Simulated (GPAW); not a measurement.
**Screening of a field by Hf2C(OH)2 MXene monolayer**

How does Hf2C(OH)2 MXene monolayer screen a perpendicular field?

Method: GPAW, PAW setups; layer in a repeated cell with vacuum, relaxation of atoms and in-plane cell, in the first sound run; inputs show where later runs differ, in GPAW 26.7.0.

This is a report of a sequence of runs, with most program output left out.

### Step 1. Starting point

The cell holds 7 atoms: 2 H, 2 O, 2 Hf and 1 C. Its edges and angles: a = 3.289 Å, b = 3.289 Å, c = 20.913 Å, α = 90.0°, β = 90.0°, γ = 120.0°. Vacuum lies along c.

### Step 2. Relaxing the atoms

Forces are removed first; all later runs use this geometry.

Contents of run.py:

```python
import json
import numpy as np
from ase import Atoms
from ase.filters import FrechetCellFilter
from ase.optimize import BFGS
from gpaw import GPAW, PW

slab = Atoms(
    ['H', 'O', 'Hf', 'C', 'Hf', 'O', 'H'],
    positions=[
        [-0.00000, 1.89891, 7.00000],
        [-0.00000, 1.89891, 7.98000],
        [1.64450, 0.94945, 9.15872],
        [0.00000, 0.00000, 10.45647],
        [-0.00000, 1.89891, 11.75423],
        [1.64450, 0.94945, 12.93295],
        [1.64450, 0.94945, 13.91295]],
    cell=[[3.289, 0.0, 0.0], [-1.6445, 2.84836, 0.0], [0.0, 0.0, 20.9129]],
    pbc=[True, True, True])

slab.calc = GPAW(mode=PW(600), xc='PBE', kpts={'size': (12, 12, 1), 'gamma': True},
                 occupations={'name': 'fermi-dirac', 'width': 0.05}, nbands='160%',
                 convergence={'density': 1e-05}, maxiter=200,
                 symmetry={'tolerance': 1e-3}, txt='slab.txt')
result = {}
# The in-plane cell is free; stress needs a cell that repeats along all three vectors
path = []
opt = BFGS(FrechetCellFilter(slab, mask=[1, 1, 0, 0, 0, 1]), maxstep=0.2)
opt.attach(lambda: path.append((slab.get_potential_energy(), slab.positions.tolist(), slab.get_forces().tolist())))
result['relaxed'] = bool(opt.run(fmax=0.02, steps=45))
result['path'] = path
result['cell'] = slab.cell.tolist()
print('in-plane lattice', slab.cell.cellpar().round(4)[[0, 1, 5]])
energy = slab.get_potential_energy()
fermi = slab.calc.get_fermi_level()
v = slab.calc.get_electrostatic_potential().mean((0, 1)) - fermi
n = slab.calc.get_pseudo_density().mean((0, 1))
L = slab.cell[2, 2]
z = np.arange(len(v)) * L / len(v)
low, high = slab.positions[:, 2].min(), slab.positions[:, 2].max()
below, above = np.interp([low - 4.8, high + 4.8], z, v)
slopes = [np.interp(x, z, np.gradient(v, z)) for x in (low - 4.8, high + 4.8)]
eps = np.array([[slab.calc.get_eigenvalues(k, s) for k in range(len(slab.calc.get_ibz_k_points()))]
                for s in range(slab.calc.get_number_of_spins())]) - fermi
top, bottom = eps[eps < 0].max(), eps[eps > 0].min()
dipole = slab.get_dipole_moment()[2]
print(f'energy {energy:.4f} eV, Fermi level {fermi:.4f} eV, dipole {dipole:.5f} e A')
print(f'potential 4.8 A off the faces, from the Fermi level: lower {below:.4f} eV, upper {above:.4f} eV')
print(f'slope of the potential there: lower {slopes[0]:.5f}, upper {slopes[1]:.5f} eV/A')
print(f'nearest levels on the mesh: {top:.4f} and {bottom:.4f} eV')
print('magnetic moment', round(slab.get_magnetic_moment(), 3))
result.update(energy=energy, fermi=fermi, dipole=dipole, below=below, above=above, slopes=slopes, edges=[top, bottom],
              z=z.tolist(), v=v.tolist(), n=n.tolist(), positions=slab.positions.tolist(),
              forces=slab.get_forces(apply_constraint=False).tolist(), moments=slab.get_magnetic_moments().tolist())
json.dump(result, open('result.json', 'w'))
```

The run is started by

```console
> OMP_NUM_THREADS=1 OPENBLAS_NUM_THREADS=1 python run.py
```

The job ended after 11 min (1 thread of Intel Xeon Platinum 8375C at 2.90GHz (Ice Lake), shared host; peak memory 0.66 GiB).

Numbers from this step:

```
dipole along the normal                    : 6.03e-4 e·Å
levels nearest the Fermi level on the mesh : -0.02428, 0.005132 eV from the Fermi level
```

Table of electrostatic potential energy of an electron (without an applied field's), less the Fermi level, planar mean by z:

```csv
z (Å),"electrostatic potential energy of an electron (without an applied field's), less the Fermi level, planar mean (eV)"
0.0,2.38
0.5,2.38
1.0,2.38
1.5,2.37
2.0,2.37
2.5,2.37
3.0,2.35
3.5,2.33
4.0,2.28
4.5,2.19
5.0,2.03
5.5,1.73
6.0,1.22
6.5,0.132
7.0,-1.09
7.5,-2.87
8.0,-9.56
8.5,-8.10
9.0,-20.0
9.5,-18.8
10.0,-8.70
10.5,-11.7
11.0,-9.43
11.5,-20.8
12.0,-18.0
12.5,-7.06
13.0,-10.2
13.5,-1.64
14.0,-1.32
14.5,0.394
15.0,1.33
15.5,1.79
16.0,2.05
16.5,2.20
17.0,2.29
17.5,2.33
18.0,2.35
18.5,2.36
19.0,2.37
19.5,2.37
20.0,2.37
20.5,2.38
```

The pseudo valence density, planar mean oscillates, so the rows of the table below give means over windows of 1.39 Å about each position, cut where the curve ends. Its maxima inside the range that stand out by 2 % of the span (Å: e/Å³): 7.8: 0.819, 9.2: 1.15, 11.7: 1.15, 13.1: 0.819. Its minima: 8.5: 0.441, 10.8: 0.541, 12.4: 0.441.

Pseudo valence density, planar mean against z; means over each step:

```csv
z (Å),"pseudo valence density, planar mean (e/Å³)"
2.08,8.7e-5
3.48,5.5e-4
4.87,0.00258
6.26,0.0411
7.65,0.514
9.04,0.789
10.43,0.560
11.82,0.797
13.21,0.529
14.60,0.0485
15.99,0.00278
17.38,5.9e-4
18.77,9.5e-5
```

The relaxation lowered the energy of the cell by 0.360 eV (energies extrapolated to zero smearing; the optimiser's log prints free energies). The largest force left on a free atom is 0.010 eV/Å.

### Step 3. Plane waves, PBE

The work function is the vacuum plateau of the electrostatic potential less the Fermi level; a dipole layer lets the two faces have plateaus of their own.

This step: GPAW, PAW setups; slab in vacuum (GPAW 26.7.0).

The cell differs from the one that the last finished run ended in (c 20.913 → 21.120 Å).

Contents of run.py:

```python
import json
import numpy as np
from ase import Atoms
from gpaw import GPAW, PW

slab = Atoms(
    ['H', 'O', 'Hf', 'C', 'Hf', 'O', 'H'],
    positions=[
        [0.00000, 1.88132, 7.00000],
        [0.00000, 1.88132, 7.97891],
        [1.62927, 0.94066, 9.33394],
        [0.00000, 0.00000, 10.56007],
        [-0.00000, 1.88132, 11.78622],
        [1.62927, 0.94066, 13.14125],
        [1.62927, 0.94066, 14.12016]],
    cell=[[3.25853, -0.0, 0.0], [-1.62927, 2.82198, 0.0], [0.0, 0.0, 21.1202]],
    pbc=[True, True, False])

slab.calc = GPAW(mode=PW(500), xc='PBE', kpts={'size': (12, 12, 1), 'gamma': True},
                 occupations={'name': 'fermi-dirac', 'width': 0.05}, nbands='160%',
                 convergence={'density': 1e-05}, maxiter=200,
                 poissonsolver={'dipolelayer': 'xy'},
                 symmetry={'tolerance': 1e-3}, txt='slab.txt')
result = {}
energy = slab.get_potential_energy()
fermi = slab.calc.get_fermi_level()
v = slab.calc.get_electrostatic_potential().mean((0, 1)) - fermi
n = slab.calc.get_pseudo_density().mean((0, 1))
L = slab.cell[2, 2]
z = np.arange(len(v)) * L / len(v)
low, high = slab.positions[:, 2].min(), slab.positions[:, 2].max()
below, above = np.interp([low - 4.8, high + 4.8], z, v)
slopes = [np.interp(x, z, np.gradient(v, z)) for x in (low - 4.8, high + 4.8)]
eps = np.array([[slab.calc.get_eigenvalues(k, s) for k in range(len(slab.calc.get_ibz_k_points()))]
                for s in range(slab.calc.get_number_of_spins())]) - fermi
top, bottom = eps[eps < 0].max(), eps[eps > 0].min()
dipole = slab.get_dipole_moment()[2]
print(f'energy {energy:.4f} eV, Fermi level {fermi:.4f} eV, dipole {dipole:.5f} e A')
print(f'potential 4.8 A off the faces, from the Fermi level: lower {below:.4f} eV, upper {above:.4f} eV')
print(f'slope of the potential there: lower {slopes[0]:.5f}, upper {slopes[1]:.5f} eV/A')
print(f'nearest levels on the mesh: {top:.4f} and {bottom:.4f} eV')
print('magnetic moment', round(slab.get_magnetic_moment(), 3))
result.update(energy=energy, fermi=fermi, dipole=dipole, below=below, above=above, slopes=slopes, edges=[top, bottom],
              z=z.tolist(), v=v.tolist(), n=n.tolist(), positions=slab.positions.tolist(),
              forces=slab.get_forces(apply_constraint=False).tolist(), moments=slab.get_magnetic_moments().tolist())
json.dump(result, open('result.json', 'w'))
```

The job ended after 61 s (1 thread; peak memory 0.27 GiB).

Numbers from this step:

| Quantity | Value |
| --- | --- |
| dipole along the normal | -8.58e-4 e·Å |
| levels nearest the Fermi level on the mesh | -0.02551, 0.005441 eV from the Fermi level |
| upper work function | 2.383 eV |
| lower work function | 2.369 eV |

The electrostatic potential energy of an electron (without an applied field's), less the Fermi level, planar mean by z:

```csv
z (Å),"electrostatic potential energy of an electron (without an applied field's), less the Fermi level, planar mean (eV)"
0.0,2.38
0.5,2.38
1.0,2.37
1.5,2.37
2.0,2.37
2.5,2.37
3.0,2.35
3.5,2.33
4.0,2.29
4.5,2.21
5.0,2.06
5.5,1.80
6.0,1.35
6.5,0.448
7.0,-1.33
7.5,-1.52
8.0,-10.2
8.5,-6.89
9.0,-17.5
9.5,-21.0
10.0,-9.61
10.5,-11.6
11.0,-8.66
11.5,-18.4
12.0,-20.4
12.5,-8.37
13.0,-9.39
13.5,-3.19
14.0,-1.02
14.5,0.0817
15.0,1.21
15.5,1.73
16.0,2.03
16.5,2.20
17.0,2.29
17.5,2.34
18.0,2.36
18.5,2.38
19.0,2.38
19.5,2.39
20.0,2.39
20.5,2.39
21.0,2.38
```

Table of pseudo valence density, planar mean by z:

```csv
z (Å),"pseudo valence density, planar mean (e/Å³)"
0.00,5.8e-6
0.57,8.8e-6
1.13,1.6e-5
1.70,3.7e-5
2.26,8.2e-5
2.83,1.8e-4
3.39,3.8e-4
3.96,7.8e-4
4.53,0.00149
5.09,0.00267
5.66,0.00495
6.22,0.0142
6.79,0.0776
7.35,0.259
7.92,0.801
8.49,0.468
9.05,0.860
9.62,0.909
10.18,0.541
10.75,0.545
11.31,0.680
11.88,1.11
12.45,0.448
13.01,0.793
13.58,0.402
14.14,0.134
14.71,0.0239
15.27,0.00652
15.84,0.00322
16.41,0.00182
16.97,9.8e-4
17.54,4.9e-4
18.10,2.3e-4
18.67,1.1e-4
19.23,4.8e-5
19.80,2.2e-5
20.37,1.0e-5
20.93,6.9e-6
```

Force by atom:

```csv
atom,x (eV/Å),y (eV/Å),z (eV/Å),size
H1,0.0000,0.0000,-0.0937,0.0937
O2,0.0000,0.0000,0.0610,0.0610
Hf3,0.0000,0.0000,-0.0017,0.0017
C4,0.0000,0.0000,0.0000,0.0000
Hf5,0.0000,0.0000,0.0017,0.0017
O6,0.0000,0.0000,-0.0610,0.0610
H7,0.0000,0.0000,0.0937,0.0937
```

The potential is flat to 0.010 eV/Å where it is read, so the vacuum is wide enough.

### Step 4. Field on

A uniform field along the normal polarises the slab; the atoms stay fixed, so this is the electronic response alone.

run.py: that of step 3 with these lines changed.

```diff
@@ -4,2 +4,3 @@
 from gpaw import GPAW, PW
+from gpaw.external import ConstantElectricField
 
@@ -22,2 +23,3 @@
                  poissonsolver={'dipolelayer': 'xy'},
+                 external=ConstantElectricField(-0.2, [0, 0, 1]),
                  symmetry={'tolerance': 1e-3}, txt='slab.txt')
```

Wall time 4.2 min (1 thread); peak memory 0.6 GiB.

Numbers from this step:

| Item | Value |
| --- | --- |
| dipole along the normal | -0.1294 e·Å |
| levels nearest the Fermi level on the mesh | -0.02588, 0.003521 eV from the Fermi level |
| potential below the slab, the applied field's own ramp left out | 1.138 eV from the Fermi level |
| potential above the slab, the applied field's own ramp left out | 3.676 eV from the Fermi level |

The electrostatic potential energy of an electron (without an applied field's), less the Fermi level, planar mean oscillates, so the rows of the table below give means over windows of 1 Å about each position, cut where the curve ends. Its maxima inside the range that stand out by 2 % of the span (Å: eV): 7.4: -1.25, 8.4: -6.94, 10.2: -8.61, 10.9: -8.46, 12.7: -6.04, 13.9: 0.145, 20.6: 3.69. Its minima: 7.0: -2.12, 8.0: -10.8, 9.3: -23.0, 10.6: -11.9, 11.8: -22.5, 13.1: -9.78, 14.1: -0.588.

Electrostatic potential energy of an electron (without an applied field's), less the Fermi level, planar mean against z; means over each step:

z (Å), electrostatic potential energy of an electron (without an applied field's), less the Fermi level, planar mean (eV) and a bar from the least value:
```
        0        1.6 ###########################
        1        1.1 ##########################
        2        1.1 ##########################
        3        1.1 ##########################
        4        1.1 ##########################
        5        0.9 ##########################
        6        0.3 #########################
        7       -1.5 #######################
        8       -7.6 ##############
        9      -16.6 #
       10      -12.5 #######
       11      -11.3 #########
       12      -17.5 
       13       -7.2 ###############
       14       -0.3 ########################
       15        2.1 ############################
       16        3.1 #############################
       17        3.5 ##############################
       18        3.6 ##############################
       19        3.7 ##############################
       20        3.7 ##############################
       21        3.4 ##############################
```

Force by atom:

```csv
atom,x (eV/Å),y (eV/Å),z (eV/Å),size
H1,0.000,0.000,-0.071,0.071
O2,0.000,0.000,0.012,0.012
Hf3,0.000,0.000,0.033,0.033
C4,0.000,0.000,-0.011,0.011
Hf5,0.000,0.000,0.026,0.026
O6,0.000,0.000,-0.098,0.098
H7,0.000,0.000,0.111,0.111
```

The dipole is now -0.129 e Å, against -8.6e-4 in the run without a field.

### Step 5. In a field

run.py: that of step 4 with these lines changed.

```diff
@@ -23,3 +23,3 @@
                  poissonsolver={'dipolelayer': 'xy'},
-                 external=ConstantElectricField(-0.2, [0, 0, 1]),
+                 external=ConstantElectricField(-0.1, [0, 0, 1]),
                  symmetry={'tolerance': 1e-3}, txt='slab.txt')
```

The job ended after 4 min (1 thread; peak memory 0.6 GiB).

This step gave:

```
dipole along the normal                                         : -0.06451 e·Å
levels nearest the Fermi level on the mesh                      : -0.02558, 0.005285 eV from the Fermi level
potential below the slab, the applied field's own ramp left out : 1.751 eV from the Fermi level
potential above the slab, the applied field's own ramp left out : 3.016 eV from the Fermi level
```

The electrostatic potential energy of an electron (without an applied field's), less the Fermi level, planar mean oscillates, so the rows of the table below give means over windows of 1.79 Å about each position, cut where the curve ends. Its maxima inside the range that stand out by 2 % of the span (Å: eV): 7.3: -0.905, 8.4: -6.71, 10.2: -8.58, 10.9: -8.50, 12.7: -6.26, 13.9: -0.203. Its minima: 7.0: -1.74, 8.0: -10.6, 9.3: -22.9, 10.6: -11.9, 11.8: -22.6, 13.1: -10.0, 14.1: -0.968.

Table of electrostatic potential energy of an electron (without an applied field's), less the Fermi level, planar mean by z; means over each step:

```csv
z (Å),"electrostatic potential energy of an electron (without an applied field's), less the Fermi level, planar mean (eV)"
0.90,1.82
2.69,1.74
4.47,1.60
6.27,0.154
8.05,-7.04
9.84,-14.9
11.63,-14.8
13.43,-4.36
15.21,1.74
17.00,2.87
18.79,3.01
20.59,2.97
```

Force by atom:

```csv
atom,x (eV/Å),y (eV/Å),z (eV/Å),size
H1,0.000,0.000,-0.083,0.083
O2,0.000,0.000,0.038,0.038
Hf3,0.000,0.000,0.014,0.014
C4,0.000,0.000,-0.005,0.005
Hf5,0.000,0.000,0.015,0.015
O6,0.000,0.000,-0.080,0.080
H7,0.000,0.000,0.103,0.103
```

The dipole is now -0.0645 e Å, against -8.6e-4 in the run without a field.

### Step 6. In a field

run.py: that of step 5 with these lines changed.

```diff
@@ -23,3 +23,3 @@
                  poissonsolver={'dipolelayer': 'xy'},
-                 external=ConstantElectricField(-0.1, [0, 0, 1]),
+                 external=ConstantElectricField(-0.05, [0, 0, 1]),
                  symmetry={'tolerance': 1e-3}, txt='slab.txt')
```

Run time: 3.9 min. Hardware: 1 thread; peak memory 0.6 GiB.

Electrostatic potential energy of an electron (without an applied field's), less the Fermi level, planar mean against z:

```csv
z (Å),"electrostatic potential energy of an electron (without an applied field's), less the Fermi level, planar mean (eV)"
0.0,2.38
0.5,2.07
1.0,2.07
1.5,2.07
2.0,2.06
2.5,2.06
3.0,2.05
3.5,2.03
4.0,1.99
4.5,1.92
5.0,1.78
5.5,1.54
6.0,1.11
6.5,0.234
7.0,-1.51
7.5,-1.67
8.0,-10.4
8.5,-7.00
9.0,-17.6
9.5,-21.1
10.0,-9.63
10.5,-11.6
11.0,-8.63
11.5,-18.3
12.0,-20.3
12.5,-8.27
13.0,-9.27
13.5,-3.04
14.0,-0.842
14.5,0.288
15.0,1.44
15.5,1.99
16.0,2.30
16.5,2.49
17.0,2.59
17.5,2.64
18.0,2.67
18.5,2.69
19.0,2.70
19.5,2.70
20.0,2.70
20.5,2.70
21.0,2.50
```

### Step 7. In a field

run.py: that of step 6 with these lines changed.

```diff
@@ -23,3 +23,3 @@
                  poissonsolver={'dipolelayer': 'xy'},
-                 external=ConstantElectricField(-0.05, [0, 0, 1]),
+                 external=ConstantElectricField(0.05, [0, 0, 1]),
                  symmetry={'tolerance': 1e-3}, txt='slab.txt')
```

It took 3.8 min on 1 thread; peak memory 0.6 GiB.

Electrostatic potential energy of an electron (without an applied field's), less the Fermi level, planar mean against z:

```csv
z (Å),"electrostatic potential energy of an electron (without an applied field's), less the Fermi level, planar mean (eV)"
0.0,2.38
0.5,2.70
1.0,2.70
1.5,2.70
2.0,2.70
2.5,2.69
3.0,2.68
3.5,2.65
4.0,2.61
4.5,2.52
5.0,2.36
5.5,2.08
6.0,1.60
6.5,0.674
7.0,-1.13
7.5,-1.35
8.0,-10.1
8.5,-6.78
9.0,-17.4
9.5,-21.0
10.0,-9.58
10.5,-11.6
11.0,-8.68
11.5,-18.4
12.0,-20.5
12.5,-8.47
13.0,-9.52
13.5,-3.35
14.0,-1.21
14.5,-0.138
15.0,0.958
15.5,1.46
16.0,1.74
16.5,1.89
17.0,1.98
17.5,2.02
18.0,2.05
18.5,2.06
19.0,2.06
19.5,2.06
20.0,2.07
20.5,2.07
21.0,2.27
```

### Step 8. In a field

run.py: that of step 7 with these lines changed.

```diff
@@ -23,3 +23,3 @@
                  poissonsolver={'dipolelayer': 'xy'},
-                 external=ConstantElectricField(0.05, [0, 0, 1]),
+                 external=ConstantElectricField(0.1, [0, 0, 1]),
                  symmetry={'tolerance': 1e-3}, txt='slab.txt')
```

Wall time 3.9 min (1 thread); peak memory 0.6 GiB.

(Continued in part 2 of 2.)

[Logs are printed without paths, hosts, clocks, repeated set-up lines and the standing remarks that a program may print on its own settings, such as how far it seeks lower states.]

[Hosts, paths, dates, database ids (printed as entryN), source tags and the programs' standing remarks are cut or masked in the printed files.]
